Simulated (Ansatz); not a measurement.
**SnTe: start and end of a relaxation**

A trial structure of SnTe was built thus: random cell by space group and Wyckoff sites (Cmmm, No. 65). Its size is a rough estimate.

start.cif

```cif
data_structure
_symmetry_space_group_name_H-M 'P 1'
_symmetry_Int_Tables_number 1
_cell_length_a 3.9476
_cell_length_b 3.9476
_cell_length_c 4.0718
_cell_angle_alpha 90.000
_cell_angle_beta 90.000
_cell_angle_gamma 100.505
_cell_volume 62.39
loop_
_atom_site_label
_atom_site_type_symbol
_atom_site_fract_x
_atom_site_fract_y
_atom_site_fract_z
_atom_site_occupancy
Sn1 Sn 0.50000 0.50000 0.00000 1
Te1 Te 0.00000 0.00000 0.00000 1
```

Theory: DFT PBE, scalar-relativistic, plane waves, PAW in Ansatz 0.2.0. Cutoff 420 eV, Gaussian smearing, Γ-centred meshes. Cell and atoms relax first on a coarse mesh and then on a finer one. In between, the cell is made exact in the group found at 0.06 Å. In metals the finer mesh still leaves noise of several meV/atom or more. The steps can't lower the symmetry of their start. No spin polarisation.

end.cif

```cif
data_structure
_symmetry_space_group_name_H-M 'P 1'
_symmetry_Int_Tables_number 1
_cell_length_a 4.4847
_cell_length_b 4.4847
_cell_length_c 3.1893
_cell_angle_alpha 90.000
_cell_angle_beta 90.000
_cell_angle_gamma 90.000
_cell_volume 64.15
loop_
_atom_site_label
_atom_site_type_symbol
_atom_site_fract_x
_atom_site_fract_y
_atom_site_fract_z
_atom_site_occupancy
Sn1 Sn 0.50000 0.50000 0.00000 1
Te1 Te 0.00000 0.00000 0.00000 1
```

The symmetry goes from Cmmm (No. 65) to P4/mmm (No. 123). The volume per atom grows by 2.8 %, from 31.2 to 32.1 Å³. The shortest distance goes from 2.52 Å (Sn–Te) to 3.17 Å (Sn–Te). The energy falls by about 0.93 eV/atom (the start's value is from the coarse mesh).

- Volume per atom: 32.07 Å³
- Density: 6.38 g/cm³
- Formation energy: −0.12 eV/atom
- Gap on the 12×12×16 mesh of the 2-atom cell: 0 eV (a metal)

The zero of energy is the elements' standard structures at the same level; no fitted shifts are applied. The references include grey tin.

The last run used Gaussian smearing of 0.10 eV. These runs have no spin–orbit coupling, which can matter for Te. The reference form of Te is held partly by dispersion forces, which this level lacks. A structure relaxed within its symmetry needn't be a true minimum. In all, the 4 runs took 69 s on 1 thread of Intel(R) Xeon(R) 6975P-C (Granite Rapids), on a shared host. Another cell of SnTe relaxed alike, in I4mm, lies 171 meV/atom lower, so this cell isn't the stable form at this level.
